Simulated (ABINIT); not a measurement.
Here is an ABINIT 10.8.3 (patched build) calculation.

File run.abi:

```
# Pseudopotentials
pp_dirpath "./"
pseudos "Sn.LDA_PW-JTH.xml, Se.LDA_PW-JTH.xml"

# Structure
acell 3.80551678 3.8055167835 6.0668305 Angstrom
rprim
     1.0000000000     0.0000000000     0.0000000000
    -0.4999999995     0.8660254040     0.0000000000
     0.0000000000     0.0000000000     1.0000000000
ntypat 2
znucl 50 34
natom 3
typat 1 2 2
xred
     0.0000000000     0.0000000000     0.0000000000
     0.6666666700     0.3333333300     0.7402665800
     0.3333333300     0.6666666700     0.2597334200
chkprim 0
chksymtnons 0
tolsym 1.0e-6

# Plane-wave basis
ecut 272.113862 eV
pawecutdg 20.0

# k points
kptopt 1
ngkpt 6 6 4
nshiftk 1
shiftk 0.0 0.0 0.0

# Exchange and correlation
ixc 7

# Bands and occupations
nband 17
occopt 3
tsmear 0.05 eV

# SCF cycle
nstep 100
tolvrs 1.0e-9

# Output
iomode 3
prtwf 0
prtden 0
prteig 0
prtebands 0
```

Potentials or basis: JTH PAW LDA v2.0.

Command:

```sh
$ abinit run.abi > log 2>&1
```

What does it give for the largest force?

0.003 eV/Å.

Estimate the band gap on the k mesh.

0.63 eV, indirect (least direct gap 0.84 eV).

Forces in eV/Å, atoms in the order of the input:
```
Sn   0.000  0.000  0.000
Se   0.000  0.000 -0.003
Se   0.000  0.000  0.003
```

Caveat: spin-orbit coupling is left out, which moves the levels of the heavy elements. A k mesh can miss the band edges.
